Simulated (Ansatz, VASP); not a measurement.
# AlCu in VASP and in Ansatz

```
Al Cu
1.0
     2.99751    0.00000    0.00000
     0.00000    2.99751    0.00000
     0.00000    0.00000    2.99751
Al Cu
1 1
Cartesian
  0.0000 0.0000 0.0000
  1.4988 1.4988 1.8738
```

Change from the starting cell: all Cu atoms moved +0.375 Å, as atom 2 along Cartesian [0 0 1].

Alike in both runs: task single point; functional PBEsol; k mesh 16 × 16 × 16; occupations gaussian, width 0.15 eV; no spin polarisation.

|  | VASP | Ansatz |
| --- | --- | --- |
| version | VASP 6.6.1 | Ansatz 0.2.0 |
| potentials or method | VASP PAW PBE potentials, release 64 (Al, Cu) | scalar-relativistic, plane waves, PAW |
| plane-wave cutoff (eV) | 520 | 420 |
| valence electrons in the cell | 14 | 22 |

Ansatz gave:

- gap on the k mesh at the Fermi level (eV): none
- pressure (GPa): 1.3
- largest component of the traceless stress (GPa): 3.20
- rms of the force components (eV/Å): 0.799

Q: Which values does VASP return?

A: gap on the k mesh at the Fermi level (eV): none; pressure (GPa): 1.9; largest component of the traceless stress (GPa): 3.25; rms of the force components (eV/Å): 0.804.

Atom by atom the forces differ by 0.005 eV/Å (rms over components). A gap of «none» marks a metal or a gap that the smearing closes. The two sets of potentials don't hold the same shells in valence.

Caveats: the PAW data sets were made with another functional, which shifts forces and pressure a little (VASP).
